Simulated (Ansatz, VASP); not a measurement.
**Cross-check of InAs between VASP and Ansatz**

Aim: how closely do two programs agree when they are given the same cell, functional and k mesh? The cell is taken from a series of runs on this material, whose earlier steps may have relaxed, scaled, displaced or heated it; both programs get it as it stands.

Program: Ansatz 0.2.0. Level of theory: plane waves, with VASP 6.6.1 beside it; zone-centre phonons at PBEsol. Results are calculated unless marked as measured.

### 1. Starting point

The structure is trigonal, space group R3m (No. 160). Conventional cell: a = 4.175 Å, b = 4.175 Å, c = 10.748 Å, α = 90.00°, β = 90.00°, γ = 120.00°. Nearest to As lie 4 In at 2.59 to 2.62 Å. In has 4 As at 2.59 to 2.62 Å nearest. Farther neighbours are not listed.

As a file:

```cif
data_structure
_symmetry_space_group_name_H-M 'P 1'
_symmetry_Int_Tables_number 1
_cell_length_a 4.3181
_cell_length_b 4.3181
_cell_length_c 4.3181
_cell_angle_alpha 57.820
_cell_angle_beta 57.820
_cell_angle_gamma 57.820
_cell_volume 54.08
loop_
_atom_site_label
_atom_site_type_symbol
_atom_site_fract_x
_atom_site_fract_y
_atom_site_fract_z
_atom_site_occupancy
As1 As 0.75289 0.75289 0.75289 1
In2 In 0.99711 0.99711 0.99711 1
```

### 2. VASP: zone-centre phonons, PBEsol

Second derivatives magnify differences that forces hide, and they need a tight electronic threshold.

Lines of VASP's logs that name or quote its potential files are left out, and so is its time.

Input file INCAR:

```
SYSTEM = InAs
PREC = Accurate
ENCUT = 500
EDIFF = 1E-08
NELM = 120
ISMEAR = 1
SIGMA = 0.2
LREAL = .FALSE.
ALGO = Normal
GGA = PS
NBANDS = 15
LORBIT = 11
LWAVE = .FALSE.
LCHARG = .FALSE.
ISIF = 2
IBRION = 8
LASPH = .TRUE.
GGA_COMPAT = .FALSE.
KPAR = 2
```

Input file POSCAR:

```
InAs
1.0
    0.1003159080      3.0525494337      3.0525494337
    3.0525494337      0.1003159080      3.0525494337
    3.0525494337      3.0525494337      0.1003159080
As In
1 1
Direct
    0.7528867459      0.7528867459      0.7528867459
    0.9971132541      0.9971132541      0.9971132541
```

Input file KPOINTS:

```
Automatic mesh
0
Gamma
12 12 12
0 0 0
```

PAW data sets: As and In_d (PBE family, release 64).

On the command line:

```bash
> mpirun -np 2 vasp_std
```

Numbers of over 12 decimals in the logs are rounded to 6 here.

Output:

```text
[banner, memory and clock lines left out]
running    2 mpi-ranks, on    1 nodes
 distrk:  each k-point on    1 cores,    2 groups
 distr:  one band on    1 cores,    1 groups

 POSCAR found type information on POSCAR AsIn
 POSCAR found :  2 types and       2 ions
|                                                                             |
|               ----> ADVICE to this user running VASP <----                  |
|                                                                             |
|     You enforced a specific xc type in the INCAR file but a different       |
|     [... a line on the potential file left out ...]
|     I HOPE YOU KNOW WHAT YOU ARE DOING!                                     |
|                                                                             |

 LDA part: xc-table for (Slater+PW92), standard interpolation
 POSCAR, INCAR and KPOINTS ok, starting setup
 FFT: planning ... GRIDC
 FFT: planning ... GRID_SOFT
 FFT: planning ... GRID
 WAVECAR not read
 entering main loop
       N       E                     dE             d eps       ncg     rms          rms(c)
DAV:   1     0.111634813019E+03    0.11163E+03   -0.82074E+03  5705   0.126E+03
DAV:   2    -0.125544283566E+01   -0.11289E+03   -0.10863E+03  6118   0.300E+02
DAV:   3    -0.856894059890E+01   -0.73135E+01   -0.72686E+01  7399   0.777E+01
DAV:   4    -0.875103696850E+01   -0.18210E+00   -0.18205E+00  6871   0.137E+01
DAV:   5    -0.875919212040E+01   -0.81552E-02   -0.81550E-02  8554   0.247E+00    0.463E+00
DAV:   6    -0.848598593715E+01    0.27321E+00   -0.40761E-01  8863   0.124E+01    0.253E+00
DAV:   7    -0.845140654415E+01    0.34579E-01   -0.12030E-01  7945   0.368E+00    0.695E-01
DAV:   8    -0.844979316592E+01    0.16134E-02   -0.14155E-02  7241   0.144E+00    0.223E-01
DAV:   9    -0.844998847176E+01   -0.19531E-03   -0.91901E-04  7110   0.274E-01    0.123E-01
DAV:  10    -0.845006173656E+01   -0.73265E-04   -0.14906E-04  8514   0.197E-01    0.695E-02
DAV:  11    -0.845008111054E+01   -0.19374E-04   -0.57343E-05  6805   0.120E-01    0.454E-02
DAV:  12    -0.845008003243E+01    0.10781E-05   -0.66367E-06  7362   0.336E-02    0.568E-03
DAV:  13    -0.845008013189E+01   -0.99456E-07   -0.13800E-06  7357   0.664E-03    0.151E-03
DAV:  14    -0.845008000000E+01    0.13188E-06   -0.90580E-08  7035   0.273E-03    0.150E-03
DAV:  15    -0.845008004309E+01   -0.43090E-07   -0.48817E-09  5453   0.839E-04    0.437E-04
DAV:  16    -0.845008005354E+01   -0.10446E-07   -0.13593E-09  3836   0.307E-04    0.150E-04
DAV:  17    -0.845008005379E+01   -0.24784E-09   -0.59214E-10  3360   0.193E-04
   1 F= -.84500801E+01 E0= -.84501582E+01  d E =0.234373E-03
 Linear response reoptimize wavefunctions to high precision
DAV:   1    -0.845008005637E+01   -0.25798E-08   -0.18973E-10  4438   0.161E-04
DAV:   2    -0.845008005640E+01   -0.30468E-10   -0.51040E-11  3304   0.668E-05
 Linear response DOF=           2
 Linear response progress:
  Degree of freedom:   1/  2
       N       E                     dE             d eps       ncg     rms          rms(c)
RMM:   1    -0.467858710971E-01   -0.46786E-01    0.63563E-02 29265   0.159E+00
RMM:   2    -0.443691190099E-01    0.24168E-02    0.11933E-03 22476   0.586E-01    0.110E-01
RMM:   3    -0.450661749148E-01   -0.69706E-03   -0.18912E-03 26282   0.245E-01    0.484E-02
RMM:   4    -0.452847655948E-01   -0.21859E-03   -0.14389E-04 26673   0.808E-02    0.114E-02
RMM:   5    -0.453274658740E-01   -0.42700E-04   -0.17214E-05 27702   0.318E-02    0.523E-03
RMM:   6    -0.453136804106E-01    0.13785E-04   -0.19894E-06 26777   0.877E-03    0.157E-03
RMM:   7    -0.453122311044E-01    0.14493E-05   -0.21080E-07 28978   0.265E-03    0.107E-03
RMM:   8    -0.453126869321E-01   -0.45583E-06   -0.35451E-08 26027   0.116E-03    0.556E-04
RMM:   9    -0.453132469272E-01   -0.56000E-06   -0.14390E-08 28363   0.411E-04    0.141E-04
RMM:  10    -0.453133278678E-01   -0.80941E-07    0.61394E-08 30052   0.153E-04    0.662E-05
RMM:  11    -0.453133272138E-01    0.65400E-09   -0.24625E-08 27750   0.608E-05    0.146E-05
 first order change of Fermi-energy   0.76900E+00
 force on displaced ion       1 direction 1 :  -8.098   0.058   0.058
 Linear response progress:
  Degree of freedom:   2/  2
       N       E                     dE             d eps       ncg     rms          rms(c)
RMM:   1    -0.233091361392E+00   -0.23309E+00   -0.84359E-02 19240   0.494E+00
RMM:   2    -0.235655214179E+00   -0.25639E-02   -0.13905E-02 24306   0.106E+00    0.795E-02
RMM:   3    -0.235613977595E+00    0.41237E-04   -0.16172E-03 26338   0.329E-01    0.399E-02
RMM:   4    -0.235421021095E+00    0.19296E-03   -0.15083E-04 27046   0.111E-01    0.212E-02
RMM:   5    -0.235372362850E+00    0.48658E-04   -0.24268E-05 28142   0.411E-02    0.728E-03
RMM:   6    -0.235370681077E+00    0.16818E-05    0.33875E-07 28162   0.139E-02    0.193E-03
RMM:   7    -0.235381199880E+00   -0.10519E-04   -0.57823E-07 28376   0.415E-03    0.791E-04
RMM:   8    -0.235379778253E+00    0.14216E-05   -0.72112E-07 28320   0.176E-03    0.388E-04
RMM:   9    -0.235378982378E+00    0.79588E-06    0.31598E-07 29226   0.792E-04    0.809E-05
RMM:  10    -0.235378991631E+00   -0.92531E-08    0.22928E-07 30477   0.340E-04    0.370E-05
RMM:  11    -0.235379075910E+00   -0.84279E-07    0.22415E-07 29326   0.165E-04    0.119E-05
RMM:  12    -0.235379129103E+00   -0.53194E-07    0.91917E-08 29227   0.952E-05    0.936E-06
RMM:  13    -0.235379144533E+00   -0.15429E-07    0.43106E-08 30381   0.579E-05    0.449E-06
RMM:  14    -0.235379142957E+00    0.15756E-08    0.10787E-08 28032   0.393E-05    0.112E-05
 first order change of Fermi-energy  -0.76836E+00
 force on displaced ion       2 direction 1 :  -8.098   0.061   0.061
 Linear response finished
```

OUTCAR, selected parts (step 2):

```text
ion  position               nearest neighbor table
   1  0.753  0.753  0.753-   2 2.59   2 2.59   2 2.59   2 2.62
   2  0.997  0.997  0.997-   1 2.59   1 2.59   1 2.59   1 2.62

  LATTYP: Found a trigonal (rhomboedric) cell.
 ALAT       =     4.3181222044
 COS(alpha) =     0.5325754077

 Subroutine GETGRP returns: Found  6 space group operations
 (whereof  6 operations were pure point group operations)

The static configuration has the point symmetry C_3v.

 Found    189 irreducible k-points:

   k-points           NKPTS =    189   k-points in BZ     NKDIM =    189   number of bands    NBANDS=     15

   dimension x,y,z NGX =    32 NGY =   32 NGZ =   32
   dimension x,y,z NGXF=    64 NGYF=   64 NGZF=   64

   ENCUT  =  500.0 eV  36.75 Ry    6.06 a.u.   7.87  7.87  7.87*2*pi/ulx,y,z

   NELECT =      18.0000    total number of electrons

 k-points in reciprocal lattice and weights: Automatic mesh
   0.00000000  0.00000000  0.00000000       0.001
   0.08333333  0.00000000  0.00000000       0.003
   0.16666667 -0.00000000 -0.00000000       0.003
   0.25000000 -0.00000000 -0.00000000       0.003
   0.33333333  0.00000000  0.00000000       0.003
   0.41666667  0.00000000  0.00000000       0.003
   0.50000000 -0.00000000 -0.00000000       0.002
   0.08333333  0.08333333 -0.00000000       0.003
   0.16666667  0.08333333 -0.00000000       0.007
[...]
-0.41666667  0.50000000  0.41666667       0.003
   0.50000000  0.50000000  0.50000000       0.001

 average (electrostatic) potential at core
       1 -49.2963       2 -96.2401

  Total        0.8864138      0.8864138      0.8864138     -0.4276188     -0.4276188     -0.4276188
  in kB       26.2587993     26.2587993     26.2587993    -12.6676230    -12.6676230    -12.6676230
  external PRESSURE =      26.2587993 kB  Pullay stress =       0.0000000 kB

  energy-cutoff  :      500.00
  volume of cell :       54.08
      direct lattice vectors                 reciprocal lattice vectors
     0.100315908  3.052549434  3.052549434    -0.172101200  0.166625391  0.166625391
     3.052549434  0.100315908  3.052549434     0.166625391 -0.172101200  0.166625391
     3.052549434  3.052549434  0.100315908     0.166625391  0.166625391 -0.172101200

 POSITION                                       TOTAL-FORCE (eV/Angst)
 -----------------------------------------------------------------------------------
      4.67197      4.67197      4.67197         0.001037      0.001037      0.001037
      6.18750      6.18750      6.18750        -0.001037     -0.001037     -0.001037
 -----------------------------------------------------------------------------------
    total drift:                               -0.000135     -0.000135     -0.000134

 Eigenvectors and eigenvalues of the dynamical matrix
 ----------------------------------------------------

   1 f  =    6.631191 THz    41.665004 2PiTHz  221.192732 cm-1    27.424391 meV
             X         Y         Z           dx          dy          dz
      4.671975  4.671975  4.671975     0.073317    0.509694   -0.583011
      6.187501  6.187501  6.187501    -0.059233   -0.411786    0.471019

   2 f  =    6.631191 THz    41.665004 2PiTHz  221.192732 cm-1    27.424391 meV
             X         Y         Z           dx          dy          dz
      4.671975  4.671975  4.671975    -0.630874    0.378931    0.251942
      6.187501  6.187501  6.187501     0.509687   -0.306141   -0.203546

   3 f  =    6.558342 THz    41.207278 2PiTHz  218.762739 cm-1    27.123111 meV
             X         Y         Z           dx          dy          dz
      4.671975  4.671975  4.671975     0.449177    0.449177    0.449177
      6.187501  6.187501  6.187501    -0.362731   -0.362731   -0.362731

   4 f/i=    0.000491 THz     0.003082 2PiTHz    0.016362 cm-1     0.002029 meV
             X         Y         Z           dx          dy          dz
      4.671975  4.671975  4.671975     0.489949   -0.376997   -0.112952
      6.187501  6.187501  6.187501     0.606442   -0.466633   -0.139809

   5 f/i=    0.000491 THz     0.003082 2PiTHz    0.016362 cm-1     0.002029 meV
             X         Y         Z           dx          dy          dz
      4.671975  4.671975  4.671975     0.152446    0.348085   -0.500531
      6.187501  6.187501  6.187501     0.188692    0.430848   -0.619540

   6 f/i=    0.000947 THz     0.005951 2PiTHz    0.031594 cm-1     0.003917 meV
             X         Y         Z           dx          dy          dz
      4.671975  4.671975  4.671975     0.362731    0.362731    0.362731
      6.187501  6.187501  6.187501     0.449177    0.449177    0.449177

 ELASTIC MODULI CONTR FROM IONIC RELAXATION (kBar)
 Direction    XX          YY          ZZ          XY          YZ          ZX
 --------------------------------------------------------------------------------
 XX          -5.6820     -5.0986     -5.0986     14.8987     28.9010     15.6896
 YY          -5.0986     -5.6820     -5.0986     15.6896     14.8987     28.9010
 ZZ          -5.0986     -5.0986     -5.6820     28.9010     15.6896     14.8987
 XY          14.8987     15.6896     28.9010   -286.3947     31.7637     31.7637
 YZ          28.9010     14.8987     15.6896     31.7637   -286.3947     31.7637
 ZX          15.6896     28.9010     14.8987     31.7637     31.7637   -286.3947
 --------------------------------------------------------------------------------
```

[end of part 1 of 2]

[Lines on the potential files, build, host, timing and source positions are cut from VASP's logs without a mark.]

[Logs are printed without paths, hosts, clocks, repeated set-up lines and the standing remarks that a program may print on its own settings, such as how far it seeks lower states.]

[Hosts, paths, dates, database ids (printed as entryN), source tags and the programs' standing remarks are cut or masked in the printed files.]
